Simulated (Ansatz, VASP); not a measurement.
BeTe in VASP and in Ansatz

```xyz
2
Lattice="0.0000 2.7700 2.7700 2.7700 0.0000 2.7700 2.7700 2.7700 0.0000" Properties=species:S:1:pos:R:3 pbc="T T T"
Be    0.0000    0.0000    0.0000
Te    1.3850    1.3850    1.3850
```

Alike in both runs: functional PBE; k mesh 9 × 9 × 9; occupations fermi-dirac, width 0.02 eV; no spin polarisation.

Ansatz relaxed the structure, and its values are those at the end. VASP's run is a single point on that final structure, the one shown.

```csv
,VASP,Ansatz
version,VASP 6.6.1,Ansatz 0.2.0
potentials or method,"VASP PAW PBE potentials, release 64 (Be, Te)","plane-wave PAW, scalar-relativistic"
plane-wave cutoff (eV),520,420
valence electrons in the cell,8,18
```

```csv
,VASP,Ansatz,Ansatz less VASP
gap on the k mesh at the Fermi level (eV),1.89,1.90,+0.016
pressure (GPa),4.5,4.3,-0.18
```

With one functional, cell and mesh, what is left measures potentials, basis and numerics. The two sets of potentials don't hold the same shells in valence. Ansatz warned: «gradients_without_spin_orbit».

Caveats: spin-orbit coupling is left out, which moves the levels of the heavy elements; an odd mesh through Γ misses points on the zone boundary, where band edges often lie. A hybrid or GW would open this gap; PBE tends to underestimate it.
